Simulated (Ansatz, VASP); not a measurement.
GdN: VASP beside Ansatz

Contents of INCAR:

```
SYSTEM = GdN
  PREC = Accurate
  ENCUT = 520
  EDIFF = 1E-6
  ISMEAR = 0
  SIGMA = 0.05
  LREAL = .False.
  LASPH = .True.
  NELM = 150
  ALGO = Normal
  ISIF = 2
  LWAVE = .False.
  LCHARG = .True.
  ISPIN = 2
  MAGMOM = 7.63 -0.16
  LORBIT = 11
  LMAXMIX = 6
  LDAU = .True.
  LDAUTYPE = 1
  LDAUL = 3 -1
  LDAUU = 7 0
  LDAUJ = 0.9 0
  LDAUPRINT = 1
  GGA = PS
  LELF = .True.
  LVHAR = .True.
  NBANDS = 22
```

Contents of KPOINTS:

```
Automatic mesh
0
Gamma
  7 7 7
  0 0 0
```

File POSCAR:

```
GdN
1.0
    0.0000000000      2.4994985700      2.4994985700
    2.4994985700      0.0000000000      2.4994985700
    2.4994985700      2.4994985700      0.0000000000
Gd N
1 1
Direct
    0.5000000000      0.5000000000      0.5000000000
    0.0000000000      0.0000000000      0.0000000000
```

Input for Ansatz:

```yaml
crystal:
  lattice:
    - [0.0, 2.49949857, 2.49949857]
    - [2.49949857, 0.0, 2.49949857]
    - [2.49949857, 2.49949857, 0.0]
  atoms:
    - { symbol: Gd, position: [0.5, 0.5, 0.5], spin: 7.0 }
    - { symbol: "N", position: [0.0, 0.0, 0.0] }
basis:
  ecutwfc: 420
  ecutrho_ratio: 4
kpoints:
  mp_grid: { grid: [7, 7, 7] }
hamiltonian:
  xc: pbesol
  hubbard:
    sites:
      - { site: 0, l: f, u: 7.0, j: 0.9, starting_ns: [{ spin: up, occupation_matrix: s0up }, { spin: down, occupation_matrix: s0down }] }
    occupation_matrices:
      s0up:
        matrix:
          - [0.97, 0.0, 0.0, 0.0, 0.0, 0.0, 0.0]
          - [0.0, 0.97, 0.0, 0.0, 0.0, 0.0, 0.0]
          - [0.0, 0.0, 0.97, 0.0, 0.0, 0.0, 0.0]
          - [0.0, 0.0, 0.0, 0.97, 0.0, 0.0, 0.0]
          - [0.0, 0.0, 0.0, 0.0, 0.97, 0.0, 0.0]
          - [0.0, 0.0, 0.0, 0.0, 0.0, 0.97, 0.0]
          - [0.0, 0.0, 0.0, 0.0, 0.0, 0.0, 0.97]
      s0down:
        matrix:
          - [0.02, 0.0, 0.0, 0.0, 0.0, 0.0, 0.0]
          - [0.0, 0.02, 0.0, 0.0, 0.0, 0.0, 0.0]
          - [0.0, 0.0, 0.02, 0.0, 0.0, 0.0, 0.0]
          - [0.0, 0.0, 0.0, 0.02, 0.0, 0.0, 0.0]
          - [0.0, 0.0, 0.0, 0.0, 0.02, 0.0, 0.0]
          - [0.0, 0.0, 0.0, 0.0, 0.0, 0.02, 0.0]
          - [0.0, 0.0, 0.0, 0.0, 0.0, 0.0, 0.02]
    ns_hold: { iters: 5 }
scf:
  occupations: { method: gaussian, width: 0.05 }
  lower_state_search: "off"
  max_iter: 150
output:
  forces: true
  stress: true
  eigenvalues: true
  populations: true
  hubbard: { sites: [{ site: 0, l: f }] }
  write_density: true
  write_potential: true
  elf: true
  volumetric_format: npy
magnetization:
  spin_polarized: true
```

Alike in both runs: task single point; functional PBEsol; k mesh 7 × 7 × 7; occupations gaussian, width 0.05 eV; collinear spin; Hubbard terms Gd f U = 7.0 eV, J = 0.9 eV.

|  | VASP | Ansatz |
| --- | --- | --- |
| version | VASP 6.6.1 | Ansatz 0.2.0 |
| potentials or method | VASP PAW PBE potentials, release 64 (Gd, N) | scalar-relativistic, plane waves, PAW |
| plane-wave cutoff (eV) | 520 | 420 |
| valence electrons in the cell | 23 | 23 |

|  | VASP | Ansatz | Ansatz less VASP |
| --- | --- | --- | --- |
| gap on the k mesh at the Fermi level (eV) | none | none | - |
| pressure (GPa) | -4.6 | -5.0 | -0.42 |
| net moment per atom (μB) | 3.50 | 3.50 | 0.000 |
| size of the moment on the site where the two differ most (μB) | 6.88 | 6.93 | +0.051 |

Site moments also hang on the region over which each program counts them. The programs project onto different local orbitals, so the same U acts differently. A gap of «none» marks a metal or a gap that the smearing closes. Ansatz warned: «filled_band_counts_differ_across_k_points».

Caveats: the PAW data sets were made with another functional, which shifts forces and pressure a little (VASP); spin-orbit coupling is left out, which moves the levels of the heavy elements; a cell with one magnetic atom can't hold antiferromagnetic order, which such compounds often take. The state reached can hang on the start; a lower one may exist.
